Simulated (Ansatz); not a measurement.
# PbF2 monolayer (1T): phonons and vibrational spectra, part 2 of 2

Wanted: phonon frequencies of PbF2 monolayer (1T) and what follows from them.

Ansatz 0.2.0; DFT PBEsol, scalar-relativistic, plane waves, PAW.

So far. Step 4 (Relaxing to small forces for the phonons): The largest force component left is 0.36 meV/Å, within the tolerances set. Step 5 (Zone-centre response): Before it was imposed, the acoustic sum rule was missed by 1.4e-4 eV/Å² and the charge sum rule by 7.6e-5 e. Small misses are needed for a sound result but don't prove that mesh and cutoff are converged. The lowest optical mode is real, 98.8 cm⁻¹.

### Step 6. Response at finite wavevector

Stability and thermal properties need the whole zone. Linear response on a 3×3×1 q mesh gives force constants as far as a supercell of that size would, and the tensors from the zone-centre run are typed in so that the long-range dipole term is interpolated apart.

input.yaml

```yaml
crystal:
  lattice:
    - [3.9217949026, 0.0, 0.0]
    - [-1.9608974513, 3.3963740141, 0.0]
    - [0.0, 0.0, 27.6]
  atoms:
    - { symbol: Pb, position: [0.0, 0.0, 0.3623188406] }
    - { symbol: F, position: [0.3333333333, 0.6666666667, 0.3980907034] }
    - { symbol: F, position: [0.6666666667, 0.3333333333, 0.3265469778] }
  periodic: [true, true, false]
kpoints:
  mp_grid: { grid: [9, 9, 1] }
hamiltonian:
  xc: pbesol
scf:
  occupations: { method: fixed }
output:
  eigenvalues: true
phonons:
  method: dfpt
  qmesh: [3, 3, 1]
  temperatures: { t_max: 1000, t_step: 50 }
  qpath:
    path:
      - [0.0, 0.0, 0.0]
      - [0.5, 0.0, 0.0]
      - [0.33333333, 0.33333333, 0.0]
      - [0.0, 0.0, 0.0]
    npoints: 10
  isolated: true
  non_analytic_term:
    high_frequency_dielectric_tensor: [[1.3774, 0.0, 0.0], [0.0, 1.3774, 0.0], [0.0, 0.0, 1.0926]]
    born_effective_charges:
      - { species: Pb, tensor: [[3.7234, 0.0, 0.0], [0.0, 3.7234, 0.0], [0.0, 0.0, 0.6823]] }
      - { species: F, tensor: [[-1.8617, 0.0, 0.0], [0.0, -1.8617, 0.0], [0.0, 0.0, -0.3411]] }
      - { species: F, tensor: [[-1.8617, 0.0, 0.0], [0.0, -1.8617, 0.0], [0.0, 0.0, -0.3411]] }
    source: "zone-centre run at this cell"
```

Command:

```sh
> ansatz run input.yaml --threads 8 --pin off --max-ram 14336MiB --backend cpu --events-out ev --progress --plain --runs-dir out
```

Elapsed: 50 s, on 8 threads of Intel Xeon Platinum 8488C (Sapphire Rapids), shared host; peak memory 1.6 GiB; 5.9 min of CPU time.

This step gave:

```
sum-rule residual before enforcement                    : 7.85e-5 eV/Å²
lowest frequency on the path                            : -68.70 cm⁻¹
highest frequency on the path or at a solved wavevector : 339.6 cm⁻¹
lowest mode on the q mesh (acoustic modes at Γ apart)   : -57.35 cm⁻¹
```

Frequencies (cm⁻¹) solved at each irreducible wavevector; negative means imaginary. Frequencies by wavevector, by row:

```csv
q in reciprocal lattice units,star,mode 1,mode 2,mode 3,mode 4,mode 5,mode 6,mode 7,mode 8,mode 9
0 0 0,1,0,0,0,98.8,98.8,231.5,231.8,244.8,244.8
0 0.3333 0,6,-26.5,47.1,87.7,97.2,144,197.8,204.3,217.3,318.9
0.3333 0.3333 0,2,-57.4,92.4,92.4,94.8,159.7,159.7,190.9,190.9,316.2
```

Interpolated from a 3×3×1 q mesh, with the LO-TO term (at Γ the limit along the path; where Γ stands inside the path, tables give the limit on arrival). The phonon branches at the labelled points (cm⁻¹):

```csv
point,branch 1,branch 2,branch 3,branch 4,branch 5,branch 6,branch 7,branch 8,branch 9
Γ,0,0,0,99,99,232,232,245,245
halfway,9,38,65,109,181,208,215,225,305
M,-69,35,77,90,108,190,200,212,340
halfway,-62,67,93,106,117,185,190,202,327
K,-57,92,92,95,160,160,191,191,316
halfway,-8,46,74,127,171,194,206,222,305
Γ,0,0,0,99,99,232,232,245,245
```

Tetrahedra on a 18×18×1 mesh, mean over bins of 5 cm-1. Interpolated from a 3×3×1 q mesh. The phonon density of states by wavenumber; read off at these points:

wavenumber (cm⁻¹), phonon density of states (1/cm⁻¹/cell) and a bar:
```
      -68      0.007 ##
      -52      0.017 #####
      -38      0.010 ###
      -28      0.009 ##
      -12      0.006 ##
        2      0.007 ##
       12      0.039 ###########
       18      0.007 ##
       32      0.014 ####
       48      0.038 ##########
       58      0.024 ######
       72      0.018 #####
       88      0.028 #######
       98      0.079 #####################
      102      0.044 ############
      108      0.062 #################
      118      0.028 ########
      132      0.011 ###
      142      0.017 #####
      158      0.006 ##
      172      0.017 ####
      188      0.036 ##########
      192      0.111 ##############################
      202      0.070 ###################
      218      0.045 ############
      228      0.023 ######
      242      0.018 #####
      258      0.001 
      272      0.002 #
      288      0.005 #
      302      0.015 ####
      312      0.021 ######
      318      0.040 ###########
      328      0.018 #####
      342      0.000
```

The partial phonon density of states has structure finer than the step of the table below, so its rows give means over 20 cm⁻¹, whole bins alone (the curve runs from -71.6 to 370 cm⁻¹). Peaks (cm⁻¹: height): F -54.9: 0.0101, 117.3: 0.0433, 192.2: 0.0767, 322.7: 0.0250; Pb -54.9: 0.0158, 9.0: 0.0245, 47.8: 0.0343, 97.8: 0.0355, 200.6: 0.0116.

Phonopy on the run's constants, 17x17x1 mesh, Gaussian sigma 3.2 cm-1. Interpolated from a 3×3×1 q mesh. Partial phonon density of states against wavenumber; means over each step; values in 1/cm⁻¹/cell:

```csv
wavenumber (cm⁻¹),F,Pb
-60,0.00551,0.00867
-40,0.00326,0.00906
-20,0.00143,0.00744
0,0.00151,0.00892
20,0.00213,0.0123
40,0.00240,0.0235
60,0.00186,0.0210
80,0.00832,0.0135
100,0.0246,0.0218
120,0.0301,0.00753
140,0.0143,0.00110
160,0.0112,8.5e-4
180,0.0290,0.00225
200,0.0665,0.00879
220,0.0375,0.00206
240,0.0189,2.3e-4
260,0.00260,1.1e-4
280,0.00386,2.0e-4
300,0.00492,2.2e-4
320,0.0172,2.9e-4
340,0.0119,1.0e-4
360,8.8e-4,1.2e-6
```

Symmetry leaves 3 wavevectors to solve. The lowest mode among them, the acoustic zeros apart, lies at q = (0.333, 0.333, 0) and is imaginary, 57.4i cm⁻¹, so the energy falls along it. Between them the interpolated path dips to 69i cm⁻¹.

### Step 7. Isotope substitution

An isotope changes the mass and not the force constants, so no new electronic calculation is needed; the shifts show which modes move this element.

The same force constants with the mass of Pb changed from 207.200 to 203.973 u (phonopy, no LO-TO term). Both lists are sorted by frequency; levels can cross, so a row need not hold one and the same mode. Modes under 3 cm⁻¹ are left out. Isotope shifts, by row:

```csv
q,rank,natural mass (cm⁻¹),changed mass (cm⁻¹)
0 0 0,4,98.78,98.9
0 0 0,5,98.78,98.9
0 0 0,6,231.5,231.8
0 0 0,7,231.8,231.8
0 0 0,8,244.8,244.8
0 0 0,9,244.8,244.8
0 0.3333 0,1,-26.53,-26.7
0 0.3333 0,2,47.15,47.51
0 0.3333 0,3,87.65,88.19
0 0.3333 0,4,97.22,97.23
0 0.3333 0,5,144,144.1
0 0.3333 0,6,197.8,197.9
0 0.3333 0,7,204.3,204.6
0 0.3333 0,8,217.3,217.3
0 0.3333 0,9,318.9,319
0.3333 0.3333 0,1,-57.35,-57.6
0.3333 0.3333 0,2,92.39,93.03
0.3333 0.3333 0,3,92.39,93.03
0.3333 0.3333 0,4,94.77,95.09
0.3333 0.3333 0,5,159.7,159.7
0.3333 0.3333 0,6,159.7,159.7
0.3333 0.3333 0,7,190.9,191.1
0.3333 0.3333 0,8,190.9,191.1
0.3333 0.3333 0,9,316.2,316.2
```

A mode of this element alone would shift by +0.79 %. The highest zone-centre frequency without the field goes from 244.8 to 244.8 cm⁻¹ (+0.0 %). The product of the frequency ratios over all optical modes at Γ is 1.004; the product rule, (m/m′)^(3k/2) (M′/M)^(3/2) with k = 1 such atoms and M the mass of the cell, gives 1.004.

### Step 8. What came out

```json
{
  "space group after relaxation (within 0.01 Å)": "P-3m1",
  "area per atom": "4.44 Å²",
  "gap on the k-mesh": "3.36 eV",
  "highest optical mode at the zone centre (no LO-TO term)": "245 cm⁻¹",
  "lowest optical zone-centre mode": "98.8 cm⁻¹",
  "largest Born charge (third of the trace)": "2.71 e",
  "lowest mode on the q mesh (acoustic modes at Γ apart)": "-57.4 cm⁻¹",
  "highest frequency on the path or at a solved wavevector": "340 cm⁻¹",
  "imaginary modes on the 3×3×1 q mesh": "yes"
}
```

**Reading.** Modes are clearly imaginary (beyond 10i cm⁻¹) at 2 of the 3 irreducible wavevectors, most at q = (0.333, 0.333, 0) (57.4i cm⁻¹), so this structure is not a minimum of the energy. Without the field, the optical modes at Γ span 99 to 245 cm⁻¹. The highest mode in this list at Γ, 244.8 cm⁻¹, is mostly motion of F (100 % of the kinetic energy). The strongest infrared line is at 99 cm⁻¹. Averaged over orientations, the strongest Raman line at 532 nm and 300 K is at 245 cm⁻¹. In a sheet or slab the interpolated bending branch near Γ is rough, since the rotational sum rule isn't imposed. Dielectric tensors refer to the cell with its vacuum. Spin-orbit coupling is left out, which can matter for the heavy elements here. The starting cell was built on a prototype and not taken from a measurement. These are harmonic frequencies at zero temperature: anharmonic shifts, linewidths and thermal expansion are left out.

[Logs are printed without paths, hosts, clocks, repeated set-up lines and the standing remarks that a program may print on its own settings, such as how far it seeks lower states.]

[Hosts, paths, dates, database ids (printed as entryN), source tags and the programs' standing remarks are cut or masked in the printed files.]
